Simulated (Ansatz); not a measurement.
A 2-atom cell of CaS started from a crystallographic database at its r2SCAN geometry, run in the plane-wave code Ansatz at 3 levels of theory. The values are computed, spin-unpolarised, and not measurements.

The DDH-PBE0 input:
```yaml
crystal:
  lattice:
    - [0.0, 2.8479357442, 2.8479357442]
    - [2.8479357442, 0.0, 2.8479357442]
    - [2.8479357442, 2.8479357442, 0.0]
  atoms:
    - { symbol: Ca, position: [0.0, 0.0, 0.0] }
    - { symbol: S, position: [0.5, 0.5, 0.5] }
  host: atoms
kpoints:
  mp_grid: { grid: [6, 6, 6] }
  band_path:
    path:
      - [0.0, 0.0, 0.0]
      - [0.5, 0.0, 0.5]
      - [0.625, 0.25, 0.625]
      - [0.375, 0.375, 0.75]
      - [0.5, 0.5, 0.5]
      - [0.5, 0.25, 0.75]
      - [0.0, 0.5, 0.5]
    npoints: 1
hamiltonian:
  xc:
    exchange: pbe
    correlation: pbe
    exx: { coeff: inverse_dielectric }
scf:
  occupations: { method: fixed }
  n_extra_bands: 4
output:
  forces: true
  stress: true
  eigenvalues: true
```

Main results, then, where recorded, the levels near the gap in eV from the Fermi energy (columns number the bands from 0), one row a point of the path (Γ, X, U, K, L, W, X):
```
Crystal: 2 atoms, lattice volume = 46.198 Å³
Symmetry: 48 space group operations
Space group: Fm-3m (ITA 225)
```
```
ε∞ on k-mesh 4×4×4 of a primitive cell: xx 5.0025, yy 5.0025, zz 5.0025; 3/Tr ε∞, of that cell with its empty space = 0.19990076205752905
Basis set: ecut = 420 eV, 893 PW (Γ)
k-points: 16 of 216
hybrid outer 1: dexx = +4.840e-3 eV, tail = 7.52e-6 eV
hybrid outer 2: dexx = +2.758e-7 eV, tail = 2.68e-8 eV, Δε = 1.26e-3 eV
hybrid SCF converged: 2 outer / 10 inner (+2 warm-up)
Free energy (F): -2724.840831 eV
Fermi energy:    5.176575 eV
--- Stress (GPa, compression-positive) ---
        0.124382       0.000000       0.000000
        0.000000       0.124382       0.000000
        0.000000       0.000000       0.124382
  P = ⅓ Tr σ = 0.1244 GPa (1.244 kbar)
```
```tsv
band_4	band_5	band_6	band_7	band_8	band_9	band_10
-12.320	0.000	0.000	0.000	5.511	5.794	5.794
-11.627	-2.537	-0.902	-0.902	3.754	7.410	7.467
-11.517	-2.258	-2.037	-1.113	5.177	8.177	8.186
-11.517	-2.258	-2.037	-1.113	5.177	8.177	8.186
-11.430	-3.376	-1.228	-1.228	6.536	7.927	8.145
-11.501	-1.966	-1.966	-1.679	6.463	6.463	7.666
-11.627	-2.537	-0.902	-0.902	3.754	7.410	7.467
```

The DDH-PBE0 gap is indirect, 3.75 eV (Γ to X), below the direct gap of 4.66 eV at X.

Task: In the first input these blocks are replaced (the band path and keys that only write files left aside):
```yaml
hamiltonian:
  xc: pbe0
```
(crystal.host left out)
What comes out?

Result:
```
Basis set: ecut = 420 eV, 893 PW (Γ)
k-points: 16 of 216
hybrid outer 1: dexx = +9.085e-3 eV, tail = 1.57e-5 eV
hybrid outer 2: dexx = +8.546e-7 eV, tail = 1.53e-8 eV, Δε = 1.46e-3 eV
hybrid SCF converged: 2 outer / 10 inner (+2 warm-up)
Free energy (F): -2725.246881 eV
Fermi energy:    4.971272 eV
--- Stress (GPa, compression-positive) ---
        0.029631       0.000000       0.000000
        0.000000       0.029631       0.000000
        0.000000       0.000000       0.029631
  P = ⅓ Tr σ = 0.0296 GPa (0.296 kbar)
```
```tsv
band_4	band_5	band_6	band_7	band_8	band_9	band_10
-12.565	0.000	0.000	0.000	5.862	6.209	6.209
-11.856	-2.598	-0.925	-0.925	4.111	7.838	7.875
-11.743	-2.310	-2.077	-1.134	5.557	8.626	8.649
-11.743	-2.310	-2.077	-1.134	5.557	8.626	8.649
-11.655	-3.444	-1.245	-1.245	6.876	8.400	8.642
-11.727	-2.009	-2.009	-1.710	6.877	6.877	8.091
-11.856	-2.598	-0.925	-0.925	4.111	7.838	7.875
```
PBE0 gives an indirect gap of 4.11 eV, from Γ to X; the least direct gap is 5.04 eV at X. The mean stress, 0.0 GPa, is small, and the program warns that its thresholds are loose for a hybrid's stress.

r2SCAN0. Against the first input these blocks differ (the band path and keys that only write files left aside):
```yaml
hamiltonian:
  xc: r2scan0
```
(crystal.host left out)

```
Basis set: ecut = 500 eV, 1211 PW (Γ)
k-points: 16 of 216
hybrid outer 1: dexx = +4.594e-3 eV, tail = 1.14e-5 eV
hybrid outer 2: dexx = +3.927e-7 eV, tail = 2.89e-8 eV, Δε = 7.87e-4 eV
hybrid SCF converged: 2 outer / 9 inner (+3 warm-up)
Free energy (F): -2732.083482 eV
Fermi energy:    4.831143 eV
--- Stress (GPa, compression-positive) ---
       -0.101397       0.000000       0.000000
        0.000000      -0.101397       0.000000
        0.000000       0.000000      -0.101397
  P = ⅓ Tr σ = -0.1014 GPa (-1.014 kbar)
```
```tsv
band_4	band_5	band_6	band_7	band_8	band_9	band_10
-12.847	0.000	0.000	0.000	6.327	6.516	6.516
-12.128	-2.619	-0.936	-0.936	4.381	8.253	8.294
-12.014	-2.325	-2.080	-1.141	5.856	9.028	9.052
-12.014	-2.325	-2.080	-1.141	5.856	9.028	9.052
-11.924	-3.450	-1.245	-1.245	7.224	8.788	9.029
-11.997	-2.020	-2.020	-1.712	7.203	7.203	8.507
-12.128	-2.619	-0.936	-0.936	4.381	8.253	8.294
```

r2SCAN0 gives an indirect gap of 4.38 eV, from Γ to X; the least direct gap is 5.32 eV at X. The mean stress, -0.1 GPa, is small, and the program warns that its thresholds are loose for a hybrid's stress.

Totals of different functionals can't be compared.

The meshes of the hybrids are coarse, so their gaps aren't converged to the digits shown.
